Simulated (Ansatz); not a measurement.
# Mg: the cost of one run

Computed with Ansatz 0.2.0 (DFT PBE, scalar-relativistic, plane waves, PAW, unless a step's input says otherwise).

2 further runs of the same task are left out: 1 that didn't finish, 1 set aside as unsound or not needed.

**1. The system as given**

It takes space group P6_3/mmc (No. 194, hexagonal). Conventional cell: a = 3.209 Å, b = 3.209 Å, c = 5.210 Å, α = 90.00°, β = 90.00°, γ = 120.00°. Around Mg (site symmetry -6m2) lie 12 Mg at 3.20 to 3.21 Å.

Coordinates:

```cif
data_structure
_symmetry_space_group_name_H-M 'P6_3/mmc'
_symmetry_Int_Tables_number 194
_cell_length_a 3.2093
_cell_length_b 3.2093
_cell_length_c 5.2103
_cell_angle_alpha 90.000
_cell_angle_beta 90.000
_cell_angle_gamma 120.000
_cell_volume 46.47
loop_
_atom_site_label
_atom_site_type_symbol
_atom_site_symmetry_multiplicity
_atom_site_Wyckoff_symbol
_atom_site_fract_x
_atom_site_fract_y
_atom_site_fract_z
_atom_site_occupancy
Mg1 Mg 2 c 0.33333 0.66667 0.25000 1
```

The structure comes from the Crystallography Open Database.

**2. A random distortion, cell strained**

Against the listed cell: strain xx, yy, zz, yz, xz, xy = -2.7, -4.0, -2.4, +0.4, -0.2, -0.1 %; atoms moved by 0.25 Å root mean square, at most 0.25 Å.

Input file input.yaml:

```yaml
crystal:
  lattice:
    - [3.1219472541, -0.0020218411, -0.0075738808]
    - [-1.5627245927, 2.6678984785, 0.0140148037]
    - [-0.0122963788, 0.0191740144, 5.0868972823]
  atoms:
    - { symbol: Mg, position: [0.3870586378, 0.7527167806, 0.2623216764] }
    - { symbol: Mg, position: [0.6129413622, 0.2472832194, 0.7376783236] }
basis:
  ecutwfc: 420
kpoints:
  mp_grid: { grid: [14, 14, 8] }
hamiltonian:
  xc: pbe
scf:
  occupations: { method: gaussian, width: 0.1 }
output:
  forces: true
  stress: true
  eigenvalues: true
```

Launch:

```console
$ ansatz run input.yaml --threads 1 --pin off --max-ram 1331MiB --backend cpu --events-out ev --progress --plain --runs-dir out
```

What time and memory should one allow on 1 thread of an x86-64 CPU, shared host?

About 42 s, with a peak of 0.63 GiB.
